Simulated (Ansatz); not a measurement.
# MgO: the cost of one run

Computed with Ansatz 0.2.0 (DFT PBE, scalar-relativistic, plane waves, PAW, unless a step's input says otherwise).

## (1) The structure to begin with

It takes space group P6_3mc (No. 186, hexagonal). The conventional cell has a = 3.308 Å, b = 3.308 Å, c = 4.983 Å, α = 90.00°, β = 90.00°, γ = 120.00°. Mg (site symmetry 3m) has 4 O at 1.97 to 1.99 Å in its first shell of neighbours. O (site symmetry 3m) has 4 Mg at 1.97 to 1.99 Å in its first shell of neighbours.

Coordinates:

```
Mg O
1.0
    -4.96168    2.86463   -4.98288
     4.96168   -2.86463   -4.98288
    -4.96168   -8.59388    4.98288
Mg O
24 24
Cartesian
  -4.9617 -6.6841 -4.9721
  -4.9617 -6.6841 0.0108
  -1.6539 -6.6841 0.0108
  -1.6539 -6.6841 -4.9721
  -3.3078 -3.8195 0.0108
  -3.3078 -3.8195 -4.9721
  0.0000 -3.8195 -4.9721
  -4.9617 -0.9549 -4.9721
  -1.6539 -0.9549 -4.9721
  3.3078 -3.8195 -4.9721
  -3.3078 1.9098 -4.9721
  1.6539 -0.9549 -4.9721
  -3.3078 -7.6390 -2.4807
  -3.3078 -7.6390 2.5022
  -4.9617 -4.7744 -2.4807
  0.0000 -7.6390 -2.4807
  -6.6156 -1.9097 -2.4807
  -1.6539 -4.7744 -2.4807
  1.6539 -4.7744 -2.4807
  -3.3078 -1.9097 -2.4807
  0.0000 -1.9098 -2.4807
  0.0000 -1.9098 -7.4636
  -1.6539 0.9549 -2.4807
  -1.6539 0.9549 -7.4636
  -4.9617 -6.6841 -2.9776
  -4.9617 -6.6841 2.0053
  -6.6156 -3.8195 -2.9776
  -1.6539 -6.6841 -2.9776
  1.6539 -6.6841 -2.9776
  -3.3078 -3.8195 -2.9776
  0.0000 -3.8195 -2.9776
  -4.9617 -0.9549 -2.9776
  -1.6539 -0.9549 -2.9776
  -1.6539 -0.9549 -7.9604
  1.6539 -0.9549 -7.9605
  1.6539 -0.9549 -2.9776
  -3.3078 -7.6390 -0.4861
  -8.2695 -4.7744 -0.4861
  -4.9617 -4.7744 -0.4861
  0.0000 -7.6390 -0.4861
  -1.6539 -4.7744 -5.4690
  -1.6539 -4.7744 -0.4861
  -3.3078 -1.9097 -5.4690
  -3.3078 -1.9097 -0.4861
  0.0000 -1.9098 -0.4861
  0.0000 -1.9098 -5.4690
  3.3078 -1.9098 -5.4690
  -1.6539 0.9549 -5.4690
```

The runs take a perfect supercell of 48 atoms; the defect goes to fractional position (0.799, 0.632, 0.833).

## (2) The perfect supercell

input.yaml

```yaml
crystal:
  lattice:
    - [-4.96168, 2.864628, -4.982882]
    - [4.96168, -2.864628, -4.982882]
    - [-4.96168, -8.593883, 4.982881]
  atoms:
    - { symbol: Mg, position: [0.99892, 0.832254, 0.833333] }
    - { symbol: Mg, position: [0.49892, 0.332254, 0.833333] }
    - { symbol: Mg, position: [0.165586, 0.49892, 0.666667] }
    - { symbol: Mg, position: [0.665586, 0.99892, 0.666667] }
    - { symbol: Mg, position: [0.332253, 0.165587, 0.5] }
    - { symbol: Mg, position: [0.832253, 0.665587, 0.5] }
    - { symbol: Mg, position: [0.49892, 0.832254, 0.333333] }
    - { symbol: Mg, position: [0.99892, 0.332254, 0.333333] }
    - { symbol: Mg, position: [0.665586, 0.49892, 0.166667] }
    - { symbol: Mg, position: [0.165586, 0.99892, 0.166667] }
    - { symbol: Mg, position: [0.832253, 0.165587, 0.0] }
    - { symbol: Mg, position: [0.332253, 0.665587, 0.0] }
    - { symbol: Mg, position: [0.582254, 0.74892, 0.833333] }
    - { symbol: Mg, position: [0.082254, 0.24892, 0.833333] }
    - { symbol: Mg, position: [0.74892, 0.415586, 0.666667] }
    - { symbol: Mg, position: [0.24892, 0.915586, 0.666667] }
    - { symbol: Mg, position: [0.915587, 0.082253, 0.5] }
    - { symbol: Mg, position: [0.415587, 0.582253, 0.5] }
    - { symbol: Mg, position: [0.082254, 0.74892, 0.333333] }
    - { symbol: Mg, position: [0.582254, 0.24892, 0.333333] }
    - { symbol: Mg, position: [0.24892, 0.415586, 0.166667] }
    - { symbol: Mg, position: [0.74892, 0.915586, 0.166667] }
    - { symbol: Mg, position: [0.415587, 0.082253, 0.0] }
    - { symbol: Mg, position: [0.915587, 0.582253, 0.0] }
    - { symbol: O, position: [0.79878, 0.632114, 0.833333] }
    - { symbol: O, position: [0.29878, 0.132114, 0.833333] }
    - { symbol: O, position: [0.965446, 0.29878, 0.666667] }
    - { symbol: O, position: [0.465446, 0.79878, 0.666667] }
    - { symbol: O, position: [0.132113, 0.965447, 0.5] }
    - { symbol: O, position: [0.632113, 0.465447, 0.5] }
    - { symbol: O, position: [0.29878, 0.632114, 0.333333] }
    - { symbol: O, position: [0.79878, 0.132114, 0.333333] }
    - { symbol: O, position: [0.465446, 0.29878, 0.166667] }
    - { symbol: O, position: [0.965446, 0.79878, 0.166667] }
    - { symbol: O, position: [0.632113, 0.965447, 0.0] }
    - { symbol: O, position: [0.132113, 0.465447, 0.0] }
    - { symbol: O, position: [0.382114, 0.54878, 0.833333] }
    - { symbol: O, position: [0.882114, 0.04878, 0.833333] }
    - { symbol: O, position: [0.54878, 0.215446, 0.666667] }
    - { symbol: O, position: [0.04878, 0.715446, 0.666667] }
    - { symbol: O, position: [0.715447, 0.882113, 0.5] }
    - { symbol: O, position: [0.215447, 0.382113, 0.5] }
    - { symbol: O, position: [0.882114, 0.54878, 0.333333] }
    - { symbol: O, position: [0.382114, 0.04878, 0.333333] }
    - { symbol: O, position: [0.04878, 0.215446, 0.166667] }
    - { symbol: O, position: [0.54878, 0.715446, 0.166667] }
    - { symbol: O, position: [0.215447, 0.882113, 0.0] }
    - { symbol: O, position: [0.715447, 0.382113, 0.0] }
basis:
  ecutwfc: 420
  fft_grid_basis: typed
kpoints:
  mp_grid: { grid: [2, 2, 2] }
hamiltonian:
  xc: pbe
  pseudopotentials: { kind: paw }
scf:
  occupations: { method: gaussian, width: 0.05 }
output:
  forces: true
  stress: false
  eigenvalues: true
  bader: false
  write_density: true
  volumetric_format: npy
```

Launch:

```bash
$ ansatz run input.yaml --threads 4 --pin off --max-ram 10240MiB --backend cpu --events-out ev --progress --plain --runs-dir out
```

What time and memory should one allow on 4 threads of Arm Neoverse N1, shared host?

About 15 s, with a peak of 2.5 GiB.
